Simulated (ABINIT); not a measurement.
# KI (Fm-3m): G0W0 with ABINIT, start to end, part 3 of 3

Wanted: ground state, empty states, screening and self-energy for KI (Fm-3m).

ABINIT 10.8.3; PBE and many-body steps on it, plane waves. Known limits of the many-body steps: not at the basis limit; no spin-orbit coupling; coarse k mesh.

So far. Step 4 (Empty states on the mesh, 2×2×2 mesh, 48 bands): On this mesh the gap is 3.962 eV. Step 5 (Screening, 2×2×2 mesh, 44 bands, screening to 87.1 eV): Local fields lower ε∞ by 18 %. On a Γ-centred mesh this coarse the value itself is usually too large, while a short band sum pulls it down.

## 6. Self-energy, 2×2×2 mesh, 44 bands, screening to 87.1 eV

The self-energy is evaluated for the states that the input lists, and the levels follow from it, in one-shot runs by the linearised quasiparticle equation.

This step: G0W0 on PBE, plane waves, norm-conserving pseudopotentials.

run.abi

```
acell 3*1.0 Angstrom
rprim 
  0.000000000000 3.532775000000 3.532775000000
  3.532775000000 0.000000000000 3.532775000000
  3.532775000000 3.532775000000 -0.000000000000
ntypat 2
znucl 19 53
natom 2
typat 1 2
xred 
  0.000000000000 0.000000000000 0.000000000000
  0.500000000000 0.500000000000 0.500000000000
pp_dirpath "pseudos"
pseudos "K.upf, I.upf"
ecut 33
ngkpt 2 2 2
nshiftk 1
shiftk 0 0 0
kptopt 1
chksymbreak 0
istwfk *1
occopt 1
irdwfk 1
optdriver 4
nband 44
gwcalctyp 0
ecutsigx 33
symsigma 1
nkptgw 1
kptgw 
  0.0000000000 0.0000000000 0.0000000000
bdgw 
  6 12
ecuteps 3.2
irdscr 1
ppmodel 1
indata_prefix "in"
outdata_prefix "out"
tmpdata_prefix "tmp"
```

On the command line:

```sh
> OMP_NUM_THREADS=1 mpirun -n 4 abinit run.abi > log
```

Numbers of over 12 decimals in the logs are rounded to 6 here.

The program printed:

```text
.Version 10.8.3 of ABINIT. v10.8.2 released Aug 2026.

 Symmetries : space group Fm -3 m (#225); Bravais cF (face-center cubic)
[... echo of the input left out ...]
== DATASET  1 ==================================================================
-   mpi_nproc: 4, omp_nthreads: 1 (-1 if OMP is not activated)

--- !DatasetInfo
iteration_state: {dtset: 1, }
dimensions: {natom: 2, nkpt: 3, mband: 44, nsppol: 1, nspinor: 1, nspden: 1, mpw: 5434, }
cutoff_energies: {ecut:  33.0, pawecutdg:  -1.0, }
electrons: {nelect:   1.60000000E+01, charge:   0.00000000E+00, occopt:   1.00000000E+00, tsmear:   1.00000000E-02, }

 SIGMA: Calculation of the GW corrections

 Based on a program developped by R.W. Godby, V. Olevano, G. Onida, and L. Reining.
 Incorporated in ABINIT by V. Olevano, G.-M. Rignanese, and M. Torrent.
.Using double precision arithmetic ; gwpc =  8

[... cell and pseudopotentials left out ...]
--------------------------------------------------------------------------------

 ==== K-mesh for the wavefunctions ====
 Number of points in the irreducible wedge :     3
[... list of points left out ...]
 Together with 48 symmetry operations and time-reversal symmetry
 yields     8 points in the full Brillouin Zone.

 ==== Q-mesh for screening function ====
 Number of points in the irreducible wedge :     3
[... list of points left out ...]
 Together with 48 symmetry operations and time-reversal symmetry
 yields     8 points in the full Brillouin Zone.

 vcoul_init : cutoff-mode = AUXILIARY_FUNCTION
 q-points for optical limit:   1
     1)      0.000010    0.000020    0.000030
 setmesh: FFT mesh size selected  =    50x   50x   50
          total number of points  =       125000

 Number of electrons calculated from density =   16.0000; Expected =   16.0000
 average of density, n =  0.026887
 r_s =    2.0707
 omega_plasma =   15.8172 [eV]

 === KS Band Gaps ===
  >>>> For spin  1
   Minimum direct gap =   3.9625 [eV], located at k-point      :   0.0000  0.0000  0.0000
   Fundamental gap    =   3.9625 [eV], Top of valence bands at :   0.0000  0.0000  0.0000
                                       Bottom of conduction at :   0.0000  0.0000  0.0000
 SIGMA fundamental parameters:
 PLASMON POLE MODEL  1
 number of plane-waves for SigmaX                 5329
 number of plane-waves for SigmaC and W            169
 number of plane-waves for wavefunctions          5329
 number of bands                                    44
 number of independent spin polarizations            1
 number of spinorial components                      1
 number of k-points in IBZ                           3
 number of q-points in IBZ                           3
 number of symmetry operations                      48
 number of k-points in BZ                            8
 number of q-points in BZ                            8
 number of frequencies for dSigma/dE                 9
 frequency step for dSigma/dE [eV]                0.25
 number of omega for Sigma on real axis              0
 max omega for Sigma on real axis  [eV]           0.00
 zcut for avoiding poles [eV]                     0.10

 EPSILON^-1 parameters (SCR file):
 dimension of the eps^-1 matrix on file            169
 dimension of the eps^-1 matrix used               169
 number of plane-waves for wavefunctions          5329
 number of bands                                    44
 number of q-points in IBZ                           3
 number of frequencies                               2
 number of real frequencies                          1
 number of imag frequencies                          1

 matrix elements of self-energy operator (all in [eV])

 Perturbative Calculation

--- !SelfEnergy_ee
iteration_state: {dtset: 1, }
kpoint     : [   0.000,    0.000,    0.000, ]
spin       : 1
KS_gap     :    3.962
QP_gap     :    5.517
Delta_QP_KS:    1.555
data: !SigmaeeData |
     Band     E0 <VxcDFT>   SigX SigC(E0)      Z dSigC/dE  Sig(E)    E-E0       E
        6   0.119 -11.197 -13.900   1.890   0.818  -0.222 -11.862  -0.665  -0.546
        7   0.119 -11.197 -13.900   1.890   0.818  -0.222 -11.862  -0.665  -0.546
        8   0.119 -11.197 -13.900   1.890   0.818  -0.222 -11.862  -0.665  -0.546
        9   4.081  -6.337  -2.612  -2.679   0.851  -0.175  -5.447   0.890   4.971
       10   6.624  -7.721  -3.357  -2.604   0.847  -0.181  -6.231   1.490   8.114
       11   6.624  -7.721  -3.357  -2.604   0.847  -0.181  -6.231   1.490   8.114
       12   6.624  -7.721  -3.357  -2.604   0.847  -0.181  -6.231   1.490   8.114

== END DATASET(S) ==============================================================
================================================================================

 -outvars: echo values of variables after computation  --------
           etotal      0.0000000000E+00
            nband          44
             nkpt           3
          spgroup         225
 [... the other variables as echoed above ...]

 Calculation completed.
```

It took 4.3 s on 4 MPI ranks of Intel Xeon Platinum 8259CL at 2.50GHz (Skylake/Cascade Lake), shared host; peak memory 0.53 GiB; 16 s of CPU time.

Numbers from this step:

```yaml
g0w0_gap_on_the_points_computed: 5.517 eV
starting_gap_on_the_mesh: 3.962 eV
k_of_the_valence_top: 0, 0, 0
k_of_the_conduction_bottom: 0, 0, 0
z_at_the_valence_top: 0.818
z_at_the_conduction_bottom: 0.851
least_direct_g0w0_gap_on_the_computed_points: 5.517 eV
```

The gap on the mesh goes from 3.96 eV to 5.52 eV, a correction of +1.55 eV.

Limits: finite bands, cutoff and mesh; no spin-orbit coupling; coarse k mesh. v1 is the top filled band, c1 the lowest empty one. The levels before and after the correction (eV, zero at the valence-band top of each column):

|  | conduction bottom | valence top |
| --- | --- | --- |
| Kohn-Sham | 3.96 | 0.00 |
| G0W0 | 5.52 | 0.00 |

|  | level | energy (eV) |
| --- | --- | --- |
| Kohn-Sham | Γ v3-v1 | 0.000 |
| Kohn-Sham | Γ c1 | 3.962 |
| Kohn-Sham | Γ c2-c4 | 6.505 |
| G0W0 | Γ v3-v1 | 0.000 |
| G0W0 | Γ c1 | 5.517 |
| G0W0 | Γ c2-c4 | 8.660 |

## 7. Where the time went

Times are wall times on the hardware named with each run, good to a factor of about two.

| step | time | share | memory (GiB) |
| --- | --- | --- | --- |
| ground state | 16 s | 24 % | 0.39 |
| bands along the symmetry lines | 30 s | 46 % | 0.37 |
| empty states on the mesh | 11 s | 17 % | 0.25 |
| screening | 4.2 s | 6 % | 0.54 |
| self-energy | 4.3 s | 7 % | 0.53 |

## 8. What came out

- PBE gap: 3.96 eV, direct
- G0W0 gap on the mesh: 5.52 eV
- GW settings: 2×2×2 mesh, 44 bands, screening to 87.1 eV, Godby-Needs plasmon pole
- known limits: not at the basis limit; no spin-orbit coupling; coarse k mesh

G0W0 moves the gap on the mesh from 3.96 eV to 5.52 eV (+1.55 eV), with Z of 0.82 and 0.85 at the edges. Local fields lower the RPA ε∞ on this mesh from 4.04 to 3.33; a Γ-centred mesh this coarse tends to raise both, most where the direct gap is narrow, while a short band sum lowers them. Only 1 of the mesh's irreducible points was corrected, so a valley elsewhere could overtake. The dearest step here is «bands along the symmetry lines». Bands and cutoff are finite, so the gap is not at the basis limit. The miss can reach some tenths of an eV and take either sign; the mesh is an error of its own. In the G0W0 run levels were corrected at 1 k point alone, so a gap called «on the mesh» is the least over those, and an edge elsewhere would be missed. The 2×2×2 mesh is coarse for this cell, which bears on the long-range parts of exchange and screening. The many-body steps are scalar-relativistic: spin-orbit coupling is not in them.

[Paths, hosts, dates, memory and timing lines, banners, echoed tables and standing remarks are left out of the program output.]

[Logs are printed without paths, hosts, clocks, repeated set-up lines and the standing remarks that a program may print on its own settings, such as how far it seeks lower states.]

[Runs of the session that timed out or met a known fault of the program may be left out.]

[Hosts, paths, dates, database ids (printed as entryN), source tags and the programs' standing remarks are cut or masked in the printed files.]

[G0W0 gaps are taken among the corrected bands and points alone; a level outside them can change the order at an edge.]

[Where Ansatz stands beside ABINIT at settings called matched, ABINIT's density can come from a denser mesh and the files from another edition; pairs whose starting gaps differed by over 0.03 eV were left out, so agreement reads better than it is.]
